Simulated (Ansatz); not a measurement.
Take a crystal in which Te has been replaced by O on all its sites, with the cell rescaled by a rough guess (in some cases also distorted within its space group) and nothing relaxed:

```
Sn O
1.0
     3.30111    0.00000    0.00000
     0.00000    3.30111    0.00000
     0.00000    0.00000    3.30111
Sn O
1 1
Cartesian
  0.0000 0.0000 0.0000
  1.6506 1.6506 1.6506
```

Level of theory: DFT PBE, scalar-relativistic, plane waves, PAW (Ansatz 0.2.0).

Cutoff 420 eV; k points 8×8×8 on the computed 2-atom cell (Γ-centred); Gaussian smearing, width 0.02 eV; no spin polarisation.

(1) What pressure does the cell carry?

(2) Is it a metal on this mesh?

(3) What is its energy against the elements in their standard states?

Answers

(1) The pressure is -10.7 GPa (positive in compression), so the cell would contract.

(2) No: the gap is 0.33 eV, the least direct gap 0.34 eV.

(3) -0.386 eV/atom at this unrelaxed geometry, with the elements in the same functional.

This CsCl-type form isn't the usual stable structure of the compound.